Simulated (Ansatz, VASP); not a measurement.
## Au: VASP beside Ansatz

Contents of INCAR:

```
SYSTEM = Au
  PREC = Accurate
  ENCUT = 600
  EDIFF = 1E-6
  ISMEAR = 0
  SIGMA = 0.1
  LREAL = .FALSE.
  LASPH = .TRUE.
  NELM = 100
  ALGO = Normal
  ISIF = 3
  LWAVE = .FALSE.
  LCHARG = .FALSE.
  GGA = PE
  IBRION = 2
  NSW = 90
  EDIFFG = -0.04
```

File KPOINTS:

```
regular mesh
0
G
  8 8 4
  0 0 0
```

POSCAR

```
Au
1.0
    1.4400703200     -1.9848332600      0.0000000000
    1.4400703200      1.9848332600      0.0000000000
    0.0000000000      0.0000000000      6.4112066500
Au
2
Direct
    0.0000000000      0.0000000000      0.3068117300
    0.0000000000      0.0000000000      0.6931882700
```

Input for Ansatz:

```yaml
crystal:
  lattice:
    - [1.44007032, -1.98483326, 0.0]
    - [1.44007032, 1.98483326, 0.0]
    - [0.0, 0.0, 6.41120665]
  atoms:
    - { symbol: Au, position: [0.0, 0.0, 0.30681173] }
    - { symbol: Au, position: [0.0, 0.0, 0.69318827] }
basis:
  ecutwfc: 420
kpoints:
  mp_grid: { grid: [8, 8, 4] }
hamiltonian:
  xc: pbe
scf:
  occupations: { method: gaussian, width: 0.1 }
  lower_state_search: "off"
output:
  forces: true
  stress: true
  eigenvalues: true
relax:
  adjacent_minimum: "off"
  f_tol: 0.04
  max_steps: 70
  cell: { stress_tol: 0.4 }
```

Alike in both runs: task relaxation of cell and atoms; functional PBE; k mesh 8 × 8 × 4; occupations gaussian, width 0.1 eV; no spin polarisation.

|  | VASP | Ansatz |
| --- | --- | --- |
| version | VASP 6.6.1 | Ansatz 0.2.0 |
| potentials or method | VASP PAW PBE potentials, release 64 (Au) | scalar-relativistic, plane waves, PAW |
| plane-wave cutoff (eV) | 600 | 420 |
| valence electrons in the cell | 22 | 38 |

```tsv
	VASP	Ansatz	Ansatz less VASP
gap on the k mesh at the Fermi level, each at its own relaxed structure (eV)	none	none	-
relaxed volume (Å³/atom)	19.33	19.35	+0.019
relaxed cell length with the largest relative difference (Å)	5.661	5.664	+0.0029
energy change over the relaxation (meV/atom)	-1244	-1255	-10.9
```

A gap of «none» marks a metal or a gap that the smearing closes. The two sets of potentials don't hold the same shells in valence.

Spin-orbit coupling is left out, which matters for the levels of Au.
